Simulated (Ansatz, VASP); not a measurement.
**Two plane-wave programs on NaF**

```
CELL_PARAMETERS angstrom
0.00000 2.34974 2.34974
2.34974 0.00000 2.34974
2.34974 2.34974 0.00000
ATOMIC_POSITIONS crystal
Na 0.00000 0.00000 0.00000
F 0.50000 0.50000 0.50000
```

Alike in both runs: functional PBE; k mesh 8 × 8 × 8; occupations gaussian, width 0.02 eV; no spin polarisation.

Ansatz relaxed the structure, and its values are those at the end. VASP's run is a single point on that final structure, the one shown.

|  | VASP | Ansatz |
| --- | --- | --- |
| version | VASP 6.6.1 | Ansatz 0.2.0 |
| potentials or method | VASP PAW PBE potentials, release 64 (Na_pv, F) | scalar-relativistic, plane waves, PAW |
| plane-wave cutoff (eV) | 520 | 420 |
| valence electrons in the cell | 14 | 16 |

|  | VASP | Ansatz | Ansatz less VASP |
| --- | --- | --- | --- |
| gap on the k mesh at the Fermi level (eV) | 6.08 | 6.09 | +0.016 |
| least direct gap on the mesh (eV) | 6.08 | 6.09 | +0.016 |
| pressure (GPa) | -0.1 | 0.0 | +0.16 |

The two sets of potentials don't hold the same shells in valence.

Expect the measured gap to be larger: semilocal functionals such as PBE lack the derivative discontinuity.
